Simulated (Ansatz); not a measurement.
# VH2: under pressure

The task here is to estimate one member of a computed series from the others.

Method: DFT PBEsol, scalar-relativistic, plane waves, PAW, in Ansatz 0.2.0.

2 further runs of the same task are left out: 2 set aside as unsound or not needed.

## The system as given

It takes space group Fm-3m (No. 225, cubic). The conventional cell has a = 4.164 Å, b = 4.164 Å, c = 4.164 Å, α = 90.00°, β = 90.00°, γ = 90.00°. Around V (site symmetry m-3m) lie 8 H at 1.80 Å. Around H (site symmetry -43m) lie 4 V at 1.80 Å.

Structure file:

```
CELL_PARAMETERS angstrom
0.00000 2.08209 2.08209
2.08209 0.00000 2.08209
2.08209 2.08209 0.00000
ATOMIC_POSITIONS crystal
V 0.00000 0.00000 0.00000
H 0.25000 0.25000 0.25000
H 0.75000 0.75000 0.75000
```

This cell was relaxed beforehand with the same method: volume 6.02 Å³/atom, gap on the mesh none (metal).

The first run:

input.yaml

```yaml
crystal:
  lattice:
    - [0.0, 2.1018149052, 2.1018149052]
    - [2.1018149052, 0.0, 2.1018149052]
    - [2.1018149052, 2.1018149052, 0.0]
  atoms:
    - { symbol: V, position: [0.0, 0.0, 0.0] }
    - { symbol: H, position: [0.25, 0.25, 0.25] }
    - { symbol: H, position: [0.75, 0.75, 0.75] }
basis:
  ecutwfc: 420
kpoints:
  mp_grid: { grid: [18, 18, 18] }
hamiltonian:
  xc: pbesol
scf:
  occupations: { method: gaussian, width: 0.1 }
output:
  forces: true
  stress: true
  eigenvalues: true
relax:
  adjacent_minimum: "off"
  f_tol: 0.008
  max_steps: 50
  cell: { stress_tol: 0.08, p_target: -3.0 }
```

Run with:

```
ansatz run input.yaml --threads 1 --pin off --max-ram 2560MiB --backend cpu --events-out ev --progress --plain --runs-dir out
```

Among the steps run: -3 GPa; Target pressure 3 GPa; Relaxing at 8 GPa; 15 GPa; Target pressure 30 GPa; Relaxing at 60 GPa.

One of the session's tables, all rows but one given; the rest of the session is left out.

Lengths are those of the vectors of the cell that was run:

| P (GPa) | V (Å³/atom) | a (Å) | b (Å) | c (Å) | ΔH (eV/atom) |
| --- | --- | --- | --- | --- | --- |
| -3 | 6.12 | 2.961 | 2.961 | 2.961 | -0.114 |
| 0 | 6.02 | 2.945 | 2.945 | 2.945 | 0.000 |
| 3 | 5.92 | 2.929 | 2.929 | 2.929 | 0.112 |
| 8 | 5.79 | 2.906 | 2.906 | 2.906 | 0.294 |
| 15 | 5.62 | 2.878 | 2.878 | 2.878 | 0.543 |
| 30 | ? | ? | ? | ? | ? |
| 60 | 4.89 | 2.747 | 2.747 | 2.747 | 2.007 |

Q: Estimate the row for P (GPa) = 30 from the others.

Worked estimate for «V (Å³/atom)». A straight line through the neighbours (15, 5.62) and (60, 4.89) gives 5.62 + (4.89 − 5.62) × (30 − 15) / (60 − 15) = 5.38; a parabola fitted to 3 rows on both sides gives 5.31.

The run gave: V (Å³/atom): 5.32; a (Å): 2.826; b (Å): 2.826; c (Å): 2.826; ΔH (eV/atom): 1.055. In «V (Å³/atom)» the line misses by +0.06 and the parabola by -0.01.

ΔH is E + PV over the energy at zero pressure; a, b and c are the vectors of the computed cell. 
